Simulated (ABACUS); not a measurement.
# CdTe (F-43m) in ABACUS: notebook

Runs on CdTe. Level: PBE. Tasks: band structure, equation of state.

Everything below comes from runs of ABACUS 3.10.1. Logs are shortened: lines on timing, memory, paths and dates and some standing lists are left out, and cuts for length are marked.

**The experiment to reproduce.**

A printed reference work, data compilation reports, for a bulk crystal of CdTe at 0 K: band gap 1.607 eV.

How close the calculation comes is told below.

## (1) The structure

Symmetry: F-43m, No. 216, cubic system. Conventional cell: a = 6.410 Å, b = 6.410 Å, c = 6.410 Å, α = 90.00°, β = 90.00°, γ = 90.00°. Te (site symmetry -43m) has 4 Cd at 2.78 Å as nearest neighbours. Cd (site symmetry -43m) is surrounded by 4 Te at 2.78 Å.

## (2) Band structure, PBE

Contents of INPUT:

```
INPUT_PARAMETERS
suffix              CdTe
calculation         nscf
basis_type          pw
pseudo_dir          ./
symmetry            -1
dft_functional      pbe
ecutwfc             83.0
pseudo_rcut         10
nspin               1
nbands              28
ks_solver           dav
smearing_method     fd
smearing_sigma      0.00367493
scf_thr             1e-08
scf_nmax            100
mixing_type         broyden
mixing_beta         0.7
init_chg            file
pw_diag_thr         1e-07
out_band            1
kpar                4
```

Contents of STRU:

```
ATOMIC_SPECIES
Te 127.6000 Te.upf
Cd 112.4140 Cd.upf

LATTICE_CONSTANT
1.8897261246

LATTICE_VECTORS
-3.2050000000 0.0000000000 3.2050000000
0.0000000000 3.2050000000 3.2050000000
-3.2050000000 3.2050000000 0.0000000000

ATOMIC_POSITIONS
Direct

Te
0.0
1
0.2500000000 0.2500000000 0.2500000000 1 1 1

Cd
0.0
1
0.0000000000 0.0000000000 0.0000000000 1 1 1
```

Contents of KPT:

```
K_POINTS
12
Line
0.00000000 0.00000000 0.00000000 10 // G
0.50000000 0.00000000 0.50000000 10 // X
0.50000000 0.25000000 0.75000000 10 // W
0.37500000 0.37500000 0.75000000 10 // K
0.00000000 0.00000000 0.00000000 10 // G
0.50000000 0.50000000 0.50000000 10 // L
0.62500000 0.25000000 0.62500000 10 // U
0.50000000 0.25000000 0.75000000 10 // W
0.50000000 0.50000000 0.50000000 10 // L
0.37500000 0.37500000 0.75000000 1 // K
0.62500000 0.25000000 0.62500000 10 // U
0.50000000 0.00000000 0.50000000 1 // X
```

Potentials or basis: Ansatz NC PBE, plane waves.

Started as:

```console
OMP_NUM_THREADS=1 mpirun -np 4 abacus > log
```

running log:

```text
[... set-up lines left out ...]
 PW ALGORITHM --------------- ION=   1  ELEC=   1--------------------------------

 k(1/102) Iter steps (avg)=14 threshold=1e-07
 k(2/102) Iter steps (avg)=13 threshold=1e-07
 k(3/102) Iter steps (avg)=13 threshold=1e-07
 k(4/102) Iter steps (avg)=13 threshold=1e-07
 k(5/102) Iter steps (avg)=14 threshold=1e-07
 k(6/102) Iter steps (avg)=15 threshold=1e-07
 k(7/102) Iter steps (avg)=18 threshold=1e-07
 k(8/102) Iter steps (avg)=22 threshold=1e-07
 k(9/102) Iter steps (avg)=28 threshold=1e-07
 k(10/102) Iter steps (avg)=20 threshold=1e-07
 k(11/102) Iter steps (avg)=18 threshold=1e-07
 k(12/102) Iter steps (avg)=20 threshold=1e-07
 k(13/102) Iter steps (avg)=16 threshold=1e-07
 k(14/102) Iter steps (avg)=20 threshold=1e-07
 k(15/102) Iter steps (avg)=24 threshold=1e-07
 k(16/102) Iter steps (avg)=24 threshold=1e-07
 k(17/102) Iter steps (avg)=23 threshold=1e-07
 k(18/102) Iter steps (avg)=27 threshold=1e-07
 k(19/102) Iter steps (avg)=25 threshold=1e-07
 k(20/102) Iter steps (avg)=26 threshold=1e-07
 k(21/102) Iter steps (avg)=25 threshold=1e-07
 k(22/102) Iter steps (avg)=22 threshold=1e-07
 k(23/102) Iter steps (avg)=20 threshold=1e-07
 k(24/102) Iter steps (avg)=20 threshold=1e-07
 k(25/102) Iter steps (avg)=18 threshold=1e-07
 k(26/102) Iter steps (avg)=18 threshold=1e-07
[... levels at 26 k points of this process ...]

 Density error is 0.00000000000
                          Error Threshold = 1.00000000000e-07
----------------------------------------------------------
     Energy           Rydberg                 eV
----------------------------------------------------------
 E_KohnSham     -568.2737173562      -7731.7605796851
 E_KS(sigma->0) -568.2737168458      -7731.7605727417
 E_Harris       -568.2737173562      -7731.7605796851
 E_band         -56.8002290610       -772.8067629342
 E_one_elec     -365.3725942879      -4971.1491753582
 E_Hartree      191.1835907359       2601.1861981085
 E_xc           -103.4162944015      -1407.0508699061
 E_Ewald        -290.6684183819      -3954.7467186424
 E_entropy(-TS) -0.0000010207        -0.0000138869
 E_descf        0.0000000000         0.0000000000
 E_exx          0.0000000000         0.0000000000
 E_Fermi        0.6253822982         8.5087626840
----------------------------------------------------------

 charge density convergence is achieved
 final etot is -7731.7605797 eV
 EFERMI = 8.5087626840 eV

 STATE ENERGY(eV) AND OCCUPATIONS    NSPIN == 1
 1/26 kpoint (Cartesian) = 0.0000 0.0000 0.0000 (5769 pws)
       1       -94.1753      0.0196078
       2       -55.2280      0.0196078
       3       -55.2280      0.0196078
       4       -55.2280      0.0196078
       5       -28.0552      0.0196078
       6       -28.0552      0.0196078
       7       -28.0552      0.0196078
       8       -28.0464      0.0196078
       9       -28.0464      0.0196078
      10       -3.33342      0.0196078
      11      -0.367905      0.0196078
      12      -0.367905      0.0196078
      13      -0.367905      0.0196078
      14     -0.0825720      0.0196078
      15     -0.0825720      0.0196078
      16        8.03575      0.0196063
      17        8.03575      0.0196063
      18        8.03575      0.0196063
      19        8.90553    7.01440e-06
      20        12.6297    3.15371e-38
      21        12.6297    3.15371e-38
      22        12.6297    3.15371e-38
      23        15.5333    1.89592e-63
      24        17.5682    4.01071e-81
      25        17.5682    4.01070e-81
      26        18.1049    8.74008e-86
      27        18.1049    8.74005e-86
      28        18.1049    8.74003e-86

 2/26 kpoint (Cartesian) = -0.015601 0.0000 0.0000 (5701 pws)
       1       -94.1753      0.0196078
       2       -55.2280      0.0196078
       3       -55.2280      0.0196078
       4       -55.2280      0.0196078
       5       -28.0552      0.0196078
       6       -28.0552      0.0196078
       7       -28.0552      0.0196078
       8       -28.0464      0.0196078
       9       -28.0464      0.0196078
      10       -3.31943      0.0196078
      11      -0.363946      0.0196078
      12      -0.363946      0.0196078
      13      -0.360631      0.0196078
      14     -0.0839478      0.0196078
      15     -0.0817613      0.0196078
      16        7.67348      0.0196078
      17        7.96288      0.0196075
      18        7.96288      0.0196075
      19        9.27578    4.26817e-09
      20        12.4970    4.48044e-37
      21        12.7338    3.93038e-39
      22        12.7338    3.93038e-39
      23        15.7344    3.39730e-65
      24        16.9402    1.14362e-75
      25        17.5894    2.62598e-81
      26        18.1748    2.15704e-86
      27        18.1748    2.15703e-86
      28        18.6207        0.00000

 3/26 kpoint (Cartesian) = -0.031201 0.0000 0.0000 (5717 pws)
       1       -94.1753      0.0196078
       2       -55.2280      0.0196078
       3       -55.2280      0.0196078
       4       -55.2280      0.0196078
       5       -28.0553      0.0196078
       6       -28.0551      0.0196078
       7       -28.0551      0.0196078
       8       -28.0464      0.0196078
       9       -28.0463      0.0196078
      10       -3.27878      0.0196078
      11      -0.352359      0.0196078
      12      -0.352359      0.0196078
      13      -0.338293      0.0196078
      14     -0.0875641      0.0196078
      15     -0.0794235      0.0196078
      16        7.08100      0.0196078
      17        7.76546      0.0196078
      18        7.76546      0.0196078
      19        9.88126    2.35015e-14
      20        12.1856    2.27062e-34
      21        13.0251    1.15775e-41
      22        13.0251    1.15774e-41
      23        16.0078    1.43324e-67
      24        16.3992    5.71618e-71
      25        17.6527    7.39999e-82
      26        18.3841    3.28181e-88
      27        18.3841    3.28181e-88
      28        19.1170        0.00000

 4/26 kpoint (Cartesian) = -0.046802 0.0000 0.0000 (5709 pws)
       1       -94.1753      0.0196078
       2       -55.2280      0.0196078
       3       -55.2280      0.0196078
       4       -55.2280      0.0196078
       5       -28.0553      0.0196078
       6       -28.0551      0.0196078
       7       -28.0551      0.0196078
       8       -28.0464      0.0196078
       9       -28.0463      0.0196078
      10       -3.21540      0.0196078
      11      -0.333939      0.0196078
      12      -0.333939      0.0196078
      13      -0.300040      0.0196078
      14     -0.0912443      0.0196078
      15     -0.0757764      0.0196078
      16        6.47283      0.0196078
      17        7.49029      0.0196078
      18        7.49029      0.0196078
      19        10.4685    1.86481e-19
      20        11.8266    2.97838e-31
      21        13.4578    2.02126e-45
      22        13.4578    2.02125e-45
      23        15.4070    2.37420e-62
      24        17.0587    1.06741e-76
      25        17.7575    9.09864e-83
      26        18.7307        0.00000
      27        18.7307        0.00000
      28        19.5015        0.00000

 5/26 kpoint (Cartesian) = -0.062402 0.0000 0.0000 (5697 pws)
       1       -94.1753      0.0196078
       2       -55.2280      0.0196078
       3       -55.2280      0.0196078
       4       -55.2280      0.0196078
       5       -28.0554      0.0196078
       6       -28.0550      0.0196078
       7       -28.0550      0.0196078
       8       -28.0464      0.0196078
       9       -28.0462      0.0196078
      10       -3.13563      0.0196078
      11      -0.310053      0.0196078
      12      -0.310053      0.0196078
      13      -0.248573      0.0196078
      14     -0.0880099      0.0196078
      15     -0.0711814      0.0196078
      16        5.87924      0.0196078
      17        7.18358      0.0196078
      18        7.18358      0.0196078
      19        10.9153    2.45331e-23
      20        11.5108    1.64937e-28
      21        13.9873    5.08827e-50
      22        13.9873    5.08827e-50
      23        14.9731    1.39276e-58
      24        17.9022    5.03392e-84
      25        17.9053    4.73376e-84
      26        19.2102        0.00000
      27        19.2102        0.00000
      28        19.8937        0.00000

 6/26 kpoint (Cartesian) = -0.078003 0.0000 0.0000 (5694 pws)
       1       -94.1753      0.0196078
       2       -55.2280      0.0196078
       3       -55.2280      0.0196078
       4       -55.2280      0.0196078
       5       -28.0555      0.0196078
       6       -28.0549      0.0196078
       7       -28.0549      0.0196078
       8       -28.0465      0.0196078
       9       -28.0461      0.0196078
      10       -3.04775      0.0196078
      11      -0.282648      0.0196078
      12      -0.282648      0.0196078
      13      -0.202711      0.0196078
      14     -0.0660796      0.0196078
      15     -0.0548998      0.0196078
      16        5.31201      0.0196078
      17        6.88037      0.0196078
      18        6.88037      0.0196078
      19        11.0114    3.58970e-24
      20        11.3719    2.65409e-27
      21        14.5813    3.52701e-55
      22        14.5813    3.52700e-55
      23        14.8832    8.40626e-58
      24        18.0837    1.33463e-85
      25        18.8108        0.00000
      26        19.8145        0.00000
      27        19.8145        0.00000
      28        20.3617        0.00000

[... levels at 20 further k points ...]

 --------------------------------------------
 !FINAL_ETOT_IS -7731.760579685139 eV
 --------------------------------------------

 Output bands in file: OUT.CdTe/BANDS_1.dat
```

Wall time 28 s (4 MPI ranks of AMD EPYC 7R43 (Zen 3), shared host); peak memory 0.8 GiB.

What came out:

```
Band gap along the path : 0.87 eV, direct
```

Levels at the corners of the path, in eV from the Fermi level:
```tsv
point	band 16	band 17	band 18	band 19	band 20	band 21
Γ	-0.46	-0.46	-0.46	0.41	4.13	4.13
X	-4.93	-2.44	-2.44	2.08	2.21	8.54
W	-4.80	-2.92	-2.80	3.91	4.21	5.14
K	-4.83	-3.17	-2.10	2.42	4.10	6.95
Γ	-0.46	-0.46	-0.46	0.41	4.13	4.13
L	-5.07	-1.29	-1.29	1.39	4.73	4.73
U	-4.83	-3.17	-2.10	2.42	4.10	6.95
W	-4.80	-2.92	-2.80	3.91	4.21	5.14
L	-5.07	-1.29	-1.29	1.39	4.73	4.73
K	-4.83	-3.17	-2.10	2.42	4.10	6.95
U	-4.83	-3.17	-2.10	2.42	4.10	6.95
X	-4.93	-2.44	-2.44	2.08	2.21	8.54
```

Caveat: the density is read from an earlier self-consistent run, whose mesh may be coarse; spin-orbit coupling is left out, which moves the levels of the heavy elements.

## (3) Equation of state, PBE, 30.95 Å³/atom (volume scaled by 0.94)

Contents of INPUT:

```
INPUT_PARAMETERS
suffix              CdTe
calculation         scf
basis_type          pw
pseudo_dir          ./
latname             fcc
symmetry            1
dft_functional      pbe
ecutwfc             83
pseudo_rcut         10
nspin               1
nbands              22
ks_solver           dav
smearing_method     fd
smearing_sigma      0.00367493
scf_thr             1e-08
scf_nmax            100
mixing_type         broyden
mixing_beta         0.7
cal_force           1
cal_stress          1
kpar                4
```

Contents of STRU:

```
ATOMIC_SPECIES
Te 127.6000 Te.upf
Cd 112.4140 Cd.upf

LATTICE_CONSTANT
11.8658680446

ATOMIC_POSITIONS
Direct

Te
0.0
1
0.2500000000 0.2500000000 0.2500000000 1 1 1

Cd
0.0
1
0.0000000000 0.0000000000 0.0000000000 1 1 1
```

Contents of KPT:

```
K_POINTS
0
Gamma
6 6 6 0 0 0
```

Potentials or basis: Ansatz NC PBE, plane waves.

Started as:

```console
OMP_NUM_THREADS=1 mpirun -np 4 abacus > log
```

Run time: 16 s. Hardware: 4 MPI ranks of AMD EPYC 7R43 (Zen 3), shared host; peak memory 0.52 GiB.

It converged, with:

```
Free energy            : -7731.3877 eV
Pressure               : 8.1 GPa
Band gap on the k mesh : 1.06 eV, direct
```

Caveat: spin-orbit coupling is left out, which moves the levels of the heavy elements.

## (4) Equation of state, PBE, 32.26 Å³/atom (volume scaled by 0.98)

INPUT is that of step 3.

STRU, as its differences from that of step 3:

```diff
@@ -5,3 +5,3 @@
 LATTICE_CONSTANT
-11.8658680446
+12.0318457379
```

KPT is that of step 3.

Started as:

```console
OMP_NUM_THREADS=1 mpirun -np 4 abacus > log
```

Wall time 15 s (4 MPI ranks of AMD EPYC 7R43 (Zen 3), shared host); peak memory 0.52 GiB.

The run converged. Its results:

```
Free energy            : -7731.4986 eV
Pressure               : 5.4 GPa
Band gap on the k mesh : 0.93 eV, direct
```

Caveat: spin-orbit coupling is left out, which moves the levels of the heavy elements.

## (5) Equation of state, PBE, 33.58 Å³/atom (volume scaled by 1.02)

INPUT is that of step 4.

STRU, as its differences from that of step 4:

```diff
@@ -5,3 +5,3 @@
 LATTICE_CONSTANT
-12.0318457379
+12.1933662963
```

KPT is that of step 4.

Started as:

```console
OMP_NUM_THREADS=1 mpirun -np 4 abacus > log
```

Wall time 14 s (4 MPI ranks of AMD EPYC 7R43 (Zen 3), shared host); peak memory 0.52 GiB.

It converged, with:

```yaml
Free_energy: -7731.5694 eV
Pressure: 3.2 GPa
Band_gap_on_the_k_mesh: 0.81 eV, direct
```

Caveat: spin-orbit coupling is left out, which moves the levels of the heavy elements.

## (6) Equation of state, PBE, 34.90 Å³/atom (volume scaled by 1.06)

INPUT is that of step 5.

STRU, as its differences from that of step 5:

```diff
@@ -5,3 +5,3 @@
 LATTICE_CONSTANT
-12.1933662963
+12.3507174102
```

KPT is that of step 5.

Potentials or basis: Ansatz NC PBE, plane waves.

Started as:

```console
OMP_NUM_THREADS=1 mpirun -np 4 abacus > log
```

It took 18 s on 4 MPI ranks of AMD EPYC 7R43 (Zen 3), shared host; peak memory 0.52 GiB.

It converged, with:

```
Free energy            : -7731.6079 eV
Pressure               : 1.5 GPa
Band gap on the k mesh : 0.69 eV, direct
```

Caveat: spin-orbit coupling is left out, which moves the levels of the heavy elements.

## (7) Equation of state, PBE

Potentials or basis: Ansatz NC PBE, plane waves.

This step only gathers the single runs of the series.

What came out:

```yaml
Equilibrium_volume: "36.27 Å³/atom (rough: see the caveat)"
Bulk_modulus: 35 GPa (rough)
```

Energy against volume, from the lowest point:
```tsv
volume (Å³/atom)	energy (meV/atom)
30.947	110.10
32.263	54.66
33.580	19.24
34.897	0.00
```

Caveat: the minimum lies outside the volumes run. Spin-orbit coupling is left out, which matters for the levels of Te.

## (8) Against experiment

Step 2. A measured gap of CdTe is 1.607 eV (0 K; a printed reference work, data compilation); the calculated 0.87 eV misses it by -0.74 eV. Spin-orbit coupling on Cd, Te is left out. The value is that of PBE, without temperature or zero-point motion. Semilocal functionals fall short of measured gaps as a rule.
